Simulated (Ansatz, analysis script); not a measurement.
# MnSi: non-collinear orders, part 2 of 2

Aim: rank collinear and non-collinear patterns of moments in one cell of MnSi.

Ansatz 0.2.0; PBE, PAW set soft_2.

So far, largest spin moment in the atom's sphere (μB): step 2 (the collinear state) 1.00; step 4 (start: ferro) 1.00.

The database entry behind the starting cell differs from later determinations by our own check (0.1 to 0.3 % short, probably kX units), so it need not match the best structure at ambient conditions.

### Step 5. Start: collinear ++--

Level of this step: Ansatz DFT on spinors from a typed pattern of moment directions; PBE, PAW default (Ansatz).

A symmetric pattern; a run keeps it where it is stationary.

input.yaml

```yaml
crystal:
  lattice:
    - [4.548, 0.0, 0.0]
    - [0.0, 4.548, 0.0]
    - [0.0, 0.0, 4.548]
  atoms:
    - { symbol: Mn, position: [0.138, 0.138, 0.138], spin: 1.0, spin_axis: [0.0, 0.0, 1.0] }
    - { symbol: Mn, position: [0.362, 0.862, 0.638], spin: 1.0, spin_axis: [0.0, 0.0, 1.0] }
    - { symbol: Mn, position: [0.638, 0.362, 0.862], spin: 1.0, spin_axis: [0.0, 0.0, -1.0] }
    - { symbol: Mn, position: [0.862, 0.638, 0.362], spin: 1.0, spin_axis: [0.0, 0.0, -1.0] }
    - { symbol: Si, position: [0.846, 0.846, 0.846] }
    - { symbol: Si, position: [0.654, 0.154, 0.346] }
    - { symbol: Si, position: [0.346, 0.654, 0.154] }
    - { symbol: Si, position: [0.154, 0.346, 0.654] }
kpoints:
  mp_grid: { grid: [9, 9, 9] }
hamiltonian:
  xc: pbe
scf:
  occupations: { method: fermi_dirac, width: 0.05 }
  max_iter: 120
  convergence: { dr2_threshold: 1.0e-08 }
  lower_state_search: "off"
basis:
  ecutwfc: 420.0
magnetization:
  noncollinear: true
output:
  write_density: true
  write_potential: true
  elf: true
  volumetric_format: npy
```

On the command line:

```sh
ansatz run input.yaml --threads 2 --pin off --max-ram 8192MiB --backend cpu --events-out ev --progress --plain --runs-dir out
```

Numbers of over 12 decimals in the logs are rounded to 6 here.

Log:

```text
[...]
Crystal: 8 atoms, lattice volume = 94.072 Å³
Basis set: ecut = 420 eV, 1839 PW (Γ)
Bands: 92, of which v1, the nominal top of the filled ones, is band 76 counted from 1 (75 counted from 0)
Symmetry: 4 space group operations + 4 with time reversal
[...]
k-points: 125 of 729 (time reversal used)
[...]
Starting moments: Σ|m| = 4 μB on 4 of 8 sites
[...]
k-point 0: bands = [... 72 lower, 15.7840, 15.7840, 15.8251, 15.8251, 15.9797, 15.9797, 16.2622, 16.2622, ... 12 higher]
  k-point 1: bands = [... 72 lower, 15.6979, 15.6979, 15.9629, 15.9629, 15.9646, 15.9646, 16.1994, 16.1994, ... 12 higher]
  k-point 2: bands = [... 72 lower, 15.6437, 15.6437, 15.8982, 15.8982, 16.0872, 16.0872, 16.0976, 16.0976, ... 12 higher]
  k-point 124: bands = [... 72 lower, 15.3777, 15.4120, 15.4772, 15.5000, 15.5485, 15.5786, 15.6387, 15.6517, ... 12 higher]
[key lines of the parts left out:]
SCF converged after 20 iterations
Magnetization: |M| = 0.0000 μB,  M = (+0.0000, +0.0000, -0.0000) μB
Free energy (F): -18142.052902 eV
Fermi energy:    15.645293 eV
```

The job ended after 5.2 min (2 threads of Arm Neoverse V1, shared host; peak memory 1.7 GiB; 10 min of CPU time).

It ends antiferromagnetic; the largest site carries 0.546 μB.

Spin moment in the atom's sphere by atom:

```tsv
atom	x (μB)	y (μB)	z (μB)	size
Mn1	0.000	0.000	0.546	0.546
Mn2	0.000	0.000	0.546	0.546
Mn3	0.000	0.000	-0.546	0.546
Mn4	0.000	0.000	-0.546	0.546
Si5	0.000	0.000	0.001	0.001
Si6	0.000	0.000	0.001	0.001
Si7	0.000	0.000	-0.001	0.001
Si8	0.000	0.000	-0.001	0.001
```

For the largest spin moment in the atom's sphere, step 4 gave 1.00 μB; this run, with antiferromagnetic and other starting moments, gives 0.546 μB (-46 %).

### Step 6. Start: tetrahedral

input.yaml, the sections that differ from step 5:

```yaml
crystal:
  lattice:
    - [4.548, 0.0, 0.0]
    - [0.0, 4.548, 0.0]
    - [0.0, 0.0, 4.548]
  atoms:
    - { symbol: Mn, position: [0.138, 0.138, 0.138], spin: 1.0, spin_axis: [0.57735, 0.57735, 0.57735] }
    - { symbol: Mn, position: [0.362, 0.862, 0.638], spin: 1.0, spin_axis: [0.57735, -0.57735, -0.57735] }
    - { symbol: Mn, position: [0.638, 0.362, 0.862], spin: 1.0, spin_axis: [-0.57735, 0.57735, -0.57735] }
    - { symbol: Mn, position: [0.862, 0.638, 0.362], spin: 1.0, spin_axis: [-0.57735, -0.57735, 0.57735] }
    - { symbol: Si, position: [0.846, 0.846, 0.846] }
    - { symbol: Si, position: [0.654, 0.154, 0.346] }
    - { symbol: Si, position: [0.346, 0.654, 0.154] }
    - { symbol: Si, position: [0.154, 0.346, 0.654] }
# kpoints, hamiltonian, scf, basis, magnetization: as in step 5
# output: removed
```

Log:

```text
[...]
Crystal: 8 atoms, lattice volume = 94.072 Å³
Basis set: ecut = 420 eV, 1839 PW (Γ)
Bands: 92, of which v1, the nominal top of the filled ones, is band 76 counted from 1 (75 counted from 0)
Symmetry: 12 space group operations
[...]
k-points: 69 of 729
[...]
Starting moments: Σ|m| = 4 μB on 4 of 8 sites
[...]
site 5: m = (+0.0010, -0.0010, -0.0010) μB, |m| = 0.0017 μB  (R = 0.95 Å)
  site 6: m = (-0.0010, +0.0010, -0.0010) μB, |m| = 0.0017 μB  (R = 0.95 Å)
  site 7: m = (-0.0010, -0.0010, +0.0010) μB, |m| = 0.0017 μB  (R = 0.95 Å)
Free energy (F): -18142.074934 eV
[...]
Internal energy: -18142.014885 eV  (E = F + TS)
E sigma→0 (E₀):  -18142.044909 eV
Entropy (-TS):   -0.060049 eV (-7.506 meV/atom)
Fermi energy:    15.646863 eV
[...]
[key lines of the parts left out:]
SCF converged after 17 iterations
Magnetization: |M| = 0.0000 μB,  M = (-0.0000, +0.0000, -0.0000) μB
```

Elapsed: 2.1 min, on 2 threads; peak memory 1.2 GiB.

It ends non-coplanar compensated; the largest site carries 0.727 μB.

Spin moment in the atom's sphere by atom:

```tsv
atom	x (μB)	y (μB)	z (μB)	size
Mn1	0.420	0.420	0.420	0.727
Mn2	0.420	-0.420	-0.420	0.727
Mn3	-0.420	0.420	-0.420	0.727
Mn4	-0.420	-0.420	0.420	0.727
Si5	0.001	0.001	0.001	0.002
Si6	0.001	-0.001	-0.001	0.002
Si7	-0.001	0.001	-0.001	0.002
Si8	-0.001	-0.001	0.001	0.002
```

Between step 4 and this run (other starting moments) the value for the largest spin moment in the atom's sphere moves from 1.00 μB to 0.727 μB (-28 %).

### Step 7. Start: random 2

Random directions favour no pattern, so the moments can find one that was not thought of.

input.yaml, the sections that differ from step 6:

```yaml
crystal:
  lattice:
    - [4.548, 0.0, 0.0]
    - [0.0, 4.548, 0.0]
    - [0.0, 0.0, 4.548]
  atoms:
    - { symbol: Mn, position: [0.138, 0.138, 0.138], spin: 1.0, spin_axis: [-0.241434, 0.320674, 0.915903] }
    - { symbol: Mn, position: [0.362, 0.862, 0.638], spin: 1.0, spin_axis: [-0.233392, 0.969539, -0.074313] }
    - { symbol: Mn, position: [0.638, 0.362, 0.862], spin: 1.0, spin_axis: [0.385984, 0.63064, 0.673283] }
    - { symbol: Mn, position: [0.862, 0.638, 0.362], spin: 1.0, spin_axis: [-0.684107, -0.711251, -0.161617] }
    - { symbol: Si, position: [0.846, 0.846, 0.846] }
    - { symbol: Si, position: [0.654, 0.154, 0.346] }
    - { symbol: Si, position: [0.346, 0.654, 0.154] }
    - { symbol: Si, position: [0.154, 0.346, 0.654] }
# kpoints, hamiltonian, scf, basis, magnetization: as in step 6
```

Log:

```text
[...]
Crystal: 8 atoms, lattice volume = 94.072 Å³
Basis set: ecut = 420 eV, 1839 PW (Γ)
Bands: 92, of which v1, the nominal top of the filled ones, is band 76 counted from 1 (75 counted from 0)
Symmetry: 1 space group operations
k-points: 729
[...]
Starting moments: Σ|m| = 4 μB on 4 of 8 sites
[...]
site 5: m = (+0.0212, -0.0232, -0.0283) μB, |m| = 0.0424 μB  (R = 0.95 Å)
  site 6: m = (+0.0212, -0.0232, -0.0283) μB, |m| = 0.0424 μB  (R = 0.95 Å)
  site 7: m = (+0.0212, -0.0232, -0.0283) μB, |m| = 0.0424 μB  (R = 0.95 Å)
Free energy (F): -18142.275165 eV
[...]
Internal energy: -18142.236337 eV  (E = F + TS)
E sigma→0 (E₀):  -18142.255751 eV
Entropy (-TS):   -0.038828 eV (-4.854 meV/atom)
Fermi energy:    15.730400 eV
[...]
[key lines of the parts left out:]
SCF converged after 37 iterations
Magnetization: |M| = 3.9459 μB,  M = (-1.9770, +2.1657, +2.6404) μB
```

Run time: 42 min. Hardware: 2 threads; peak memory 7.2 GiB; 85 min of CPU time.

It ends ferromagnetic; the largest site carries 1.00 μB.

Spin moment in the atom's sphere by atom:

```tsv
atom	x (μB)	y (μB)	z (μB)	size
Mn1	-0.50	0.55	0.67	1.00
Mn2	-0.50	0.55	0.67	1.00
Mn3	-0.50	0.55	0.67	1.00
Mn4	-0.50	0.55	0.67	1.00
Si5	0.02	-0.02	-0.03	0.04
Si6	0.02	-0.02	-0.03	0.04
Si7	0.02	-0.02	-0.03	0.04
Si8	0.02	-0.02	-0.03	0.04
```

### Step 8. Start: random 1

input.yaml, the sections that differ from step 7:

```yaml
crystal:
  lattice:
    - [4.548, 0.0, 0.0]
    - [0.0, 4.548, 0.0]
    - [0.0, 0.0, 4.548]
  atoms:
    - { symbol: Mn, position: [0.138, 0.138, 0.138], spin: 1.0, spin_axis: [-0.305212, 0.442517, -0.843223] }
    - { symbol: Mn, position: [0.362, 0.862, 0.638], spin: 1.0, spin_axis: [0.898816, 0.428442, -0.092557] }
    - { symbol: Mn, position: [0.638, 0.362, 0.862], spin: 1.0, spin_axis: [0.594624, 0.500612, -0.629134] }
    - { symbol: Mn, position: [0.862, 0.638, 0.362], spin: 1.0, spin_axis: [-0.793175, 0.585253, 0.168383] }
    - { symbol: Si, position: [0.846, 0.846, 0.846] }
    - { symbol: Si, position: [0.654, 0.154, 0.346] }
    - { symbol: Si, position: [0.346, 0.654, 0.154] }
    - { symbol: Si, position: [0.154, 0.346, 0.654] }
# kpoints, hamiltonian, scf, basis, magnetization: as in step 7
```

Log:

```text
[...]
Crystal: 8 atoms, lattice volume = 94.072 Å³
Basis set: ecut = 420 eV, 1839 PW (Γ)
Bands: 92, of which v1, the nominal top of the filled ones, is band 76 counted from 1 (75 counted from 0)
Symmetry: 1 space group operations
k-points: 729
[...]
Starting moments: Σ|m| = 4 μB on 4 of 8 sites
[...]
site 5: m = (-0.0058, -0.0350, +0.0231) μB, |m| = 0.0424 μB  (R = 0.95 Å)
  site 6: m = (-0.0058, -0.0350, +0.0231) μB, |m| = 0.0424 μB  (R = 0.95 Å)
  site 7: m = (-0.0058, -0.0350, +0.0231) μB, |m| = 0.0424 μB  (R = 0.95 Å)
Free energy (F): -18142.275165 eV
[...]
Internal energy: -18142.236337 eV  (E = F + TS)
E sigma→0 (E₀):  -18142.255751 eV
Entropy (-TS):   -0.038828 eV (-4.854 meV/atom)
Fermi energy:    15.730405 eV
[...]
[key lines of the parts left out:]
SCF converged after 45 iterations
Magnetization: |M| = 3.9459 μB,  M = (+0.5423, +3.2601, -2.1558) μB
```

Run time: 58 min. Hardware: 2 threads; peak memory 7.2 GiB; 1.9 h of CPU time.

It ends ferromagnetic; the largest site carries 1.00 μB.

### Step 9. Start: 90 degrees in a plane

input.yaml, the sections that differ from step 8:

```yaml
crystal:
  lattice:
    - [4.548, 0.0, 0.0]
    - [0.0, 4.548, 0.0]
    - [0.0, 0.0, 4.548]
  atoms:
    - { symbol: Mn, position: [0.138, 0.138, 0.138], spin: 1.0, spin_axis: [1.0, 0.0, 0.0] }
    - { symbol: Mn, position: [0.362, 0.862, 0.638], spin: 1.0, spin_axis: [0.0, 1.0, 0.0] }
    - { symbol: Mn, position: [0.638, 0.362, 0.862], spin: 1.0, spin_axis: [-1.0, 0.0, 0.0] }
    - { symbol: Mn, position: [0.862, 0.638, 0.362], spin: 1.0, spin_axis: [0.0, -1.0, 0.0] }
    - { symbol: Si, position: [0.846, 0.846, 0.846] }
    - { symbol: Si, position: [0.654, 0.154, 0.346] }
    - { symbol: Si, position: [0.346, 0.654, 0.154] }
    - { symbol: Si, position: [0.154, 0.346, 0.654] }
# kpoints, hamiltonian, scf, basis, magnetization: as in step 8
```

Log:

```text
[...]
Crystal: 8 atoms, lattice volume = 94.072 Å³
Basis set: ecut = 420 eV, 1839 PW (Γ)
Bands: 92, of which v1, the nominal top of the filled ones, is band 76 counted from 1 (75 counted from 0)
Symmetry: 4 space group operations + 4 with time reversal
[...]
k-points: 125 of 729 (time reversal used)
[...]
Starting moments: Σ|m| = 4 μB on 4 of 8 sites
[...]
site 5: m = (-0.0004, +0.0015, +0.0000) μB, |m| = 0.0015 μB  (R = 0.95 Å)
  site 6: m = (-0.0015, +0.0004, -0.0000) μB, |m| = 0.0015 μB  (R = 0.95 Å)
  site 7: m = (+0.0004, -0.0015, +0.0000) μB, |m| = 0.0015 μB  (R = 0.95 Å)
Free energy (F): -18142.067080 eV
[...]
Internal energy: -18142.003557 eV  (E = F + TS)
E sigma→0 (E₀):  -18142.035319 eV
Entropy (-TS):   -0.063524 eV (-7.940 meV/atom)
Fermi energy:    15.648646 eV
[...]
[key lines of the parts left out:]
SCF converged after 19 iterations
Magnetization: |M| = 0.0000 μB,  M = (+0.0000, +0.0000, -0.0000) μB
```

Elapsed: 4.9 min, on 2 threads; peak memory 1.7 GiB; 9.8 min of CPU time.

It ends coplanar compensated; the largest site carries 0.672 μB.

For the largest spin moment in the atom's sphere, step 4 gave 1.00 μB; this run, with coplanar compensated and other starting moments, gives 0.672 μB (-33 %).

### Step 10. Ranking

The last two columns average e·e over the pairs of the two nearest shells of magnetic atoms: 1 is parallel, −1 opposed.

The states reached:

```tsv
start	final state	energy (meV/magnetic atom)	net moment (μB/cell)	mean moment (μB)	least moment (μB)	typed angles to the first (deg)	final angles to the first (deg)	triple product of the first three	mean cosine, nearest magnetic neighbours	second shell
ferro	ferromagnetic	0	3.946	1.004	1.004	0 0 0	0 0 0	0	1	1
collinear ++--	antiferromagnetic	55.57	0	0.5459	0.5459	0 180 180	0 180 180	0	-0.33	-0.33
tetrahedral	non-coplanar compensated	50.06	0	0.7271	0.7271	109 109 109	109 109 109	0.7698	-0.33	-0.33
random 2	ferromagnetic	0	3.946	1.004	1.004	73 43 102	0 0 0	0	1	1
random 1	ferromagnetic	0	3.946	1.004	1.004	90 55 69	0 0 0	0	1	1
90 degrees in a plane	coplanar compensated	52.02	0	0.6724	0.6724	90 180 90	90 180 90	0	-0.33	-0.33
```

### Step 11. Outcome

* lowest state found: ferromagnetic
* mean cosine between nearest magnetic neighbours there: 1.0
* net moment of the lowest state: 3.95 μB a cell
* mean moment in the lowest state: 1.00 μB

**Reading.** The lowest state found is ferromagnetic, reached from the start «ferro», 50.1 meV a magnetic atom under the next one (non-coplanar compensated). 3 of the 6 converged starts end within 0.1 meV of the lowest. 2 starts left the typed angles, so their energies belong to the state reached. The size of the moments hangs strongly on the pattern. Without spin–orbit coupling only the angles between moments count. Only the listed patterns were tried. The 6 spinor runs took 1.9 h of wall time, added up. Computed site moments are spin alone, inside a sphere; measured ones hold the orbital part and are lowered by fluctuations. Energies are free energies at a smearing of 0.05 eV, and with partly filled levels differences shift, at times strongly, as the smearing goes to zero.

Calculation against experiment:

| quantity | measured | PBE, PAW set soft_2 |
| --- | --- | --- |
| moment (Mn) (μB) | 0.4 | 1.00 (+150.9 %) |

Measured values from pmc:9525690 (2022).

**Verdict.** The moment is off by +150.9 %. No cell relaxation is part of this session.

[Logs and program files are shortened in this print: banners, set-up blocks, solver, clock and traceback lines can be left out without a mark of their own.]

[Logs are printed without paths, hosts, clocks, repeated set-up lines and the standing remarks that a program may print on its own settings, such as how far it seeks lower states.]

[Hosts, paths, dates, database ids (printed as entryN), source tags and the programs' standing remarks are cut or masked in the printed files.]
